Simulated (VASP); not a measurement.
**KF (Carobbiite): band structure with PBEsol**

KF (Carobbiite):

```
K F
1.0
     0.00000    2.67185    2.67185
     2.67185    0.00000    2.67185
     2.67185    2.67185    0.00000
K F
1 1
Direct
  0.00000 0.00000 0.00000
  0.50000 0.50000 0.50000
```

```
Program                : VASP 6.6.1
Task                   : band structure
Functional             : PBEsol
Potentials or basis    : VASP PAW PBE potentials, release 64 (K_sv, F)
Cutoff                 : 520 eV
k mesh                 : 10 × 10 × 10
Occupations            : gaussian, width 0.02 eV
Spin                   : no spin polarisation
Ladder                 : free
Further INCAR settings : ALGO = Normal; EDIFF = 1e-07; NBANDS = 15
```

- Band gap on the k mesh: 6.03 eV, direct
- Band gap along the path: 6.03 eV, direct

Levels at the corners of the path, in eV from the valence-band top:
```csv
point,band 5,band 6,band 7,band 8,band 9,band 10,band 11,band 12
Γ,-9.28,0.00,0.00,0.00,6.03,10.64,10.64,10.64
X,-9.49,-0.21,-0.06,-0.06,8.10,10.23,11.66,13.60
X,-9.49,-0.21,-0.06,-0.06,8.10,10.23,11.66,13.60
W,-9.37,-0.41,-0.17,-0.17,9.63,9.63,11.15,13.37
W,-9.37,-0.41,-0.17,-0.17,9.63,9.63,11.15,13.37
K,-9.43,-0.34,-0.20,-0.20,8.85,10.62,11.01,13.59
K,-9.43,-0.34,-0.20,-0.20,8.85,10.62,11.01,13.59
Γ,-9.28,0.00,0.00,0.00,6.03,10.64,10.64,10.64
Γ,-9.28,0.00,0.00,0.00,6.03,10.64,10.64,10.64
L,-9.31,-0.81,-0.35,-0.35,8.97,10.46,12.05,12.05
L,-9.31,-0.81,-0.35,-0.35,8.97,10.46,12.05,12.05
U,-9.43,-0.34,-0.20,-0.20,8.85,10.62,11.01,13.59
U,-9.43,-0.34,-0.20,-0.20,8.85,10.62,11.01,13.59
W,-9.37,-0.41,-0.17,-0.17,9.63,9.63,11.15,13.37
W,-9.37,-0.41,-0.17,-0.17,9.63,9.63,11.15,13.37
L,-9.31,-0.81,-0.35,-0.35,8.97,10.46,12.05,12.05
L,-9.31,-0.81,-0.35,-0.35,8.97,10.46,12.05,12.05
K,-9.43,-0.34,-0.20,-0.20,8.85,10.62,11.01,13.59
U,-9.43,-0.34,-0.20,-0.20,8.85,10.62,11.01,13.59
X,-9.49,-0.21,-0.06,-0.06,8.10,10.23,11.66,13.60
```

It took 74 s on 1 thread of Intel(R) Xeon(R) Platinum 8259CL CPU @ 2.50GHz (Skylake/Cascade Lake), with other jobs on the host, peak memory 0.21 GiB.

Caveat: the log is that of the step along the path at fixed density, whose energy, stress, charges and moments have no meaning. PBEsol gaps usually lie below the measured ones, often by a third to a half.
